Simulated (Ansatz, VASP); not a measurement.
Two plane-wave programs on Ru

INCAR

```
SYSTEM = Ru
PREC = Accurate ; ENCUT = 520
EDIFF = 1E-7 ; ISMEAR = -1
SIGMA = 0.1 ; LREAL = .FALSE.
LASPH = .TRUE. ; NELM = 100
ALGO = Normal ; ISIF = 2
LWAVE = .FALSE. ; LCHARG = .FALSE.
GGA = B5 ; ALDAX = 1.0
AGGAX = 1.0 ; AGGAC = 1.0
ALDAC = 0.0 ; NBANDS = 13
```

The input KPOINTS:

```
Automatic mesh
0
G
  16 16 16
  0 0 0
```

The input POSCAR:

```
Ru
1.0
    0.0000000000      1.8828792561      1.8828792561
    1.8828792561      0.0000000000      1.8828792561
    1.8828792561      1.8828792561      0.0000000000
Ru
1
Direct
    0.0000000000      0.0000000000      0.0000000000
```

Input for Ansatz:

```yaml
crystal:
  lattice:
    - [0.0, 1.8828792561, 1.8828792561]
    - [1.8828792561, 0.0, 1.8828792561]
    - [1.8828792561, 1.8828792561, 0.0]
  atoms:
    - { symbol: Ru, position: [0.0, 0.0, 0.0] }
hamiltonian:
  xc: blyp
  pseudopotentials:
    kind: paw
    azcp:
      Ru: "pseudopotentials/Ru.paw.azcp"
basis:
  ecutwfc: 420
  fft_grid_basis: typed
kpoints:
  mp_grid: { grid: [16, 16, 16], shift: [0, 0, 0] }
magnetization:
  spin_polarized: false
scf:
  occupations: { method: fermi_dirac, width: 0.1 }
  lower_state_search: "off"
output:
  stress: true
```

Alike in both runs: task single point; functional BLYP; k mesh 16 × 16 × 16; occupations fermi-dirac, width 0.1 eV; no spin polarisation.

|  | VASP | Ansatz |
| --- | --- | --- |
| version | VASP 6.6.1 | Ansatz 0.2.0 |
| potentials or method | VASP PAW PBE potentials, release 64 (Ru_pv) | plane waves (420 eV) with PAW, scalar-relativistic |
| plane-wave cutoff (eV) | 520 | 420 |
| valence electrons in the cell | 14 | 16 |

|  | VASP | Ansatz | Ansatz less VASP |
| --- | --- | --- | --- |
| pressure (GPa) | 27.6 | 26.8 | -0.88 |

The functional is the same, so the differences come from potentials, cutoffs and numerics. The two sets of potentials don't hold the same shells in valence.

Caveats: so large a pressure means that the cell lies far from this level's equilibrium, or that cutoff or potentials fall short (VASP); the potentials were made for another functional, which shifts forces and pressure (VASP).
